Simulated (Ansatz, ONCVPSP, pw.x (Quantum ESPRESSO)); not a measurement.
pw.x on fcc W: one setting changed

Potential: optimised norm-conserving Vanderbilt (ONCV), ONCVPSP 4.0.1.1 (patched build), PBE; core [Kr] 4d10 4f14 5s2, reference 5p6 5d4 6s2; waves: 6s: rc 2.80 bohr, ncon 4, nbas 7, qcut 2.2 1/bohr, 2 projectors, debl 1.7 Ha; 5p: rc 1.65 bohr, ncon 4, nbas 8, qcut 9.6 1/bohr, 2 projectors, debl 2.6 Ha; 5d: rc 1.90 bohr, ncon 4, nbas 8, qcut 4.2 1/bohr, 2 projectors, debl 2.6 Ha; local part: polynomial inside 1.60 bohr (lpopt 4, dvloc0 0 Ha); core correction: Teter function fitted to the true core (icmod 2), fcfact 0.55.

The reference run (k-mesh 14³, cutoffs 150/600 Ry, Fermi–Dirac 0.01 Ry, mixing_beta 0.4, conv_thr 1e-9, no spin) gives -2.12 GPa at 16.478 Å³/atom, where all-electron LAPW gives -0.06 GPa. This run, with its own iteration cap, changes nbnd to 9.

```
&control
  calculation='scf', prefix='x', pseudo_dir='./', outdir='./tmp', tstress=.true., disk_io='none'
/
&system
  ibrav=0, nat=1, ntyp=1, ecutwfc=150, ecutrho=600, nbnd=9,
  occupations='smearing', smearing='fd', degauss=0.01
/
&electrons
  conv_thr=1e-09, mixing_beta=0.4, electron_maxstep=50
/
ATOMIC_SPECIES
W 1.0 W.UPF
CELL_PARAMETERS angstrom
  0.00000000 2.01972156 2.01972156
  2.01972156 0.00000000 2.01972156
  2.01972156 2.01972156 0.00000000
ATOMIC_POSITIONS crystal
W 0.0000 0.0000 0.0000
K_POINTS automatic
14 14 14 0 0 0
```

```bash
pw.x < W.scf.in > W.scf.out
```

Task: How does the run end?

Result: It converges in 9 iterations; the free energy moves by +0.0 meV/atom and the pressure by +0.00 GPa. The result is that of the reference run.

```
Message from routine setup:
     using ibrav=0 with symmetry is DISCOURAGED, use correct ibrav instead
     lattice parameter (alat)  =       5.3977  a.u.
     unit-cell volume          =     111.1991 (a.u.)^3
     number of electrons       =        12.00
     number of Kohn-Sham states=            9
     kinetic-energy cutoff     =     150.0000  Ry
     charge density cutoff     =     600.0000  Ry
     scf convergence threshold =      1.0E-09
     Exchange-correlation= PBE
     number of k points=   104  Fermi-Dirac smearing, width (Ry)=  0.0100
     iteration #  1     ecut=   150.00 Ry     beta= 0.40
     total energy              =    -107.86214820 Ry
     estimated scf accuracy    <       0.03471221 Ry
     iteration #  2     ecut=   150.00 Ry     beta= 0.40
     total energy              =    -107.86126786 Ry
     estimated scf accuracy    <       0.00657412 Ry
     iteration #  3     ecut=   150.00 Ry     beta= 0.40
     total energy              =    -107.86229494 Ry
     estimated scf accuracy    <       0.00030521 Ry
     iteration #  4     ecut=   150.00 Ry     beta= 0.40
     total energy              =    -107.86231944 Ry
     estimated scf accuracy    <       0.00011618 Ry
     iteration #  5     ecut=   150.00 Ry     beta= 0.40
     total energy              =    -107.86234773 Ry
     estimated scf accuracy    <       0.00000328 Ry
     iteration #  6     ecut=   150.00 Ry     beta= 0.40
     total energy              =    -107.86234905 Ry
     estimated scf accuracy    <       0.00000005 Ry
     iteration #  7     ecut=   150.00 Ry     beta= 0.40
     total energy              =    -107.86234907 Ry
     estimated scf accuracy    <       0.00000003 Ry
     iteration #  8     ecut=   150.00 Ry     beta= 0.40
     total energy              =    -107.86234906 Ry
     estimated scf accuracy    <       0.00000002 Ry
     iteration #  9     ecut=   150.00 Ry     beta= 0.40
     the Fermi energy is    19.9338 ev
!    total energy              =    -107.86234906 Ry
     estimated scf accuracy    <          1.5E-12 Ry
     smearing contrib. (-TS)   =      -0.00526685 Ry
     The total energy is F=E-TS. E is the sum of the following terms:
     one-electron contribution =       0.18656942 Ry
     hartree contribution      =       8.75371389 Ry
     xc contribution           =     -30.30686641 Ry
     ewald contribution        =     -86.49049911 Ry
     convergence has been achieved in   9 iterations
          total   stress  (Ry/bohr**3)                   (kbar)     P=      -21.23
     Message from routine punch:
     Nothing written, as per user request (disk_io='none')
```

The run took about 2.1 min on one core of a shared host (Neoverse-N1, 64 threads, 124 GiB, load 56).
